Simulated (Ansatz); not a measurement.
The system is KI.

```
I K
1.0
     0.00000    3.53277    3.53277
     3.53277    0.00000    3.53277
     3.53277    3.53277    0.00000
I K
1 1
Cartesian
  3.5328 3.5328 3.5328
  0.0000 0.0000 0.0000
```

* Program: Ansatz 0.2.0
* Task: relaxation of cell and atoms
* Functional: RPBE
* Dispersion: D4
* Potentials or basis: all-electron LAPW, scalar-relativistic
* Basis error allowed: 0.001 eV/atom
* k mesh: 7 × 7 × 7
* Occupations: fermi-dirac, width 0.05 eV
* Spin: no spin polarisation

At the start: volume 44.09 Å³/atom.

Q: Where does the relaxation end?

A: Over 4 steps the energy falls by 3.9 meV/atom and the volume is 46.24 Å³/atom (+4.9 %); space group Fm-3m (No. 225, to 0.05 Å).

The path:
```tsv
step	energy change (eV)	largest force (eV/Å)	volume (Å³)
1	0.0000	0.0000	88.18
2	-0.0048	0.0000	89.85
3	-0.0078	0.0000	92.48
4	-0.0078	0.0000	92.48
```

Final structure:
```cif
data_structure
_symmetry_space_group_name_H-M 'P 1'
_symmetry_Int_Tables_number 1
_cell_length_a 5.0760
_cell_length_b 5.0760
_cell_length_c 5.0760
_cell_angle_alpha 60.000
_cell_angle_beta 60.000
_cell_angle_gamma 60.000
_cell_volume 92.48
loop_
_atom_site_label
_atom_site_type_symbol
_atom_site_fract_x
_atom_site_fract_y
_atom_site_fract_z
_atom_site_occupancy
I1 I 0.50000 0.50000 0.50000 1
K1 K 0.00000 0.00000 0.00000 1
```
